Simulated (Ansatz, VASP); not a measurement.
# One calculation of Ga, two programs

File INCAR:

```
SYSTEM = Ga
PREC     = Accurate       ! precision mode
ENCUT    = 520            ! plane-wave cutoff, eV
EDIFF    = 1E-7           ! SCF threshold, eV
ISMEAR   = -1             ! smearing method
SIGMA    = 0.05           ! smearing width, eV
LREAL    = .FALSE.        ! projectors in reciprocal space
LASPH    = .TRUE.         ! aspherical terms in the spheres
NELM     = 60             ! most SCF steps
ALGO     = Normal         ! electronic algorithm
ISIF     = 2              ! what is computed and relaxed
LWAVE    = .FALSE.        ! write WAVECAR
LCHARG   = .FALSE.        ! write CHGCAR
GGA      = PE             ! functional
NBANDS   = 20             ! bands
```

The input KPOINTS:

```
regular mesh
0
G
  11 11 11
  0 0 0
```

The input POSCAR:

```
Ga
1.0
    0.0000000000      2.3331712524      2.3331712524
    2.3331712524      0.0000000000      2.3331712524
    2.3331712524      2.3331712524      0.0000000000
Ga
2
Direct
   -0.1250000000     -0.1250000000     -0.1250000000
    0.1250000000      0.1250000000      0.1250000000
```

Input for Ansatz:

```yaml
crystal:
  lattice:
    - [0.0, 2.3331712524, 2.3331712524]
    - [2.3331712524, 0.0, 2.3331712524]
    - [2.3331712524, 2.3331712524, 0.0]
  atoms:
    - { symbol: Ga, position: [-0.125, -0.125, -0.125] }
    - { symbol: Ga, position: [0.125, 0.125, 0.125] }
kpoints:
  mp_grid: { grid: [11, 11, 11] }
scf:
  occupations: { method: fermi_dirac, width: 0.05 }
hamiltonian:
  xc: pbe
  pseudopotentials: { kind: all_electron, lapw: { basis_error: 0.001 } }
output:
  forces: true
  stress: true
  eigenvalues: true
  populations: true
```

Change from the starting cell: volume scaled by 0.5, LAPW.

Alike in both runs: task single point; functional PBE; k mesh 11 × 11 × 11; occupations fermi-dirac, width 0.05 eV; no spin polarisation.

|  | VASP | Ansatz |
| --- | --- | --- |
| version | VASP 6.6.1 | Ansatz 0.2.0 |
| potentials or method | VASP PAW PBE potentials, release 64 (Ga_d) | all-electron LAPW, scalar-relativistic |
| plane-wave cutoff (eV) | 520 | see its input |

VASP gave:

```
pressure (GPa) : 127.8
```

Q: Which values does Ansatz return?

A: Pressure (GPa): 125.6.

Ansatz ran all-electron here, so the differences hold the error of VASP's frozen core and of both bases.

Caveats: the cell as given lies far from equilibrium; so large a pressure means that the cell lies far from this level's equilibrium, or that cutoff or potentials fall short (VASP).
